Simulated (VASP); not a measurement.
Zn: relaxation of cell and atoms with PBE

Crystal: Zn.

```
Zn
1.0
     2.63421    0.00000    0.00000
    -1.31711    2.28130    0.00000
     0.00000    0.00000    5.11709
Zn
2
Direct
  0.33333 0.66667 0.25000
  0.66667 0.33333 0.75000
```

- Program: VASP 6.6.1
- Task: relaxation of cell and atoms
- Functional: PBE
- Potentials or basis: VASP PAW PBE potentials, release 64 (Zn)
- Cutoff: 600 eV
- k mesh: 18 × 18 × 8
- Occupations: methfessel-paxton, width 0.1 eV
- Spin: no spin polarisation
- Further INCAR settings: ALGO = Normal; EDIFF = 1e-07; IBRION = 2; EDIFFG = -0.005; NSW = 90; ISIF = 3

| Quantity | Value |
| --- | --- |
| Relaxed volume | 15.40 Å³/atom |
| Relaxed cell | a = 2.636 Å, b = 2.636 Å, c = 5.118 Å, α = 90.00°, β = 90.00°, γ = 120.00° |
| Space group after relaxing (to 0.05 Å) | P6_3/mmc (No. 194) |
| Energy gained by relaxing | 0.0 meV/atom |
| Ionic steps | 2 |
| Pressure after relaxing | 0.0 GPa |
| Band gap on the k mesh | none (metal or under the smearing width) |

Final structure:
```
Zn
1.0
     2.63617    0.00000    0.00000
    -1.31808    2.28299    0.00000
     0.00000    0.00000    5.11760
Zn
2
Direct
  0.33333 0.66667 0.25000
  0.66667 0.33333 0.75000
```

Levels at points of the mesh, in eV from the Fermi level:
```csv
k point,band 8,band 9,band 10,band 11,band 12,band 13,band 14,band 15,band 16
"(0.00, 0.00, 0.00)",-7.24,-7.24,-7.08,-7.08,-3.74,-3.53,12.08,15.91,18.21
"(0.50, 0.00, 0.00)",-7.12,-6.87,-6.85,-2.64,-1.93,2.34,3.58,3.81,5.64
"(0.00, 0.00, 0.50)",-7.60,-7.15,-7.15,-7.15,-7.15,3.75,3.75,19.39,19.39
"(0.50, 0.00, 0.50)",-7.12,-6.86,-6.86,-1.75,-1.75,0.28,0.28,9.52,9.52
```

Wall time 30 s on 2 MPI ranks on Intel(R) Xeon(R) 6975P-C (Granite Rapids), on a shared host, peak memory 0.22 GiB a rank.
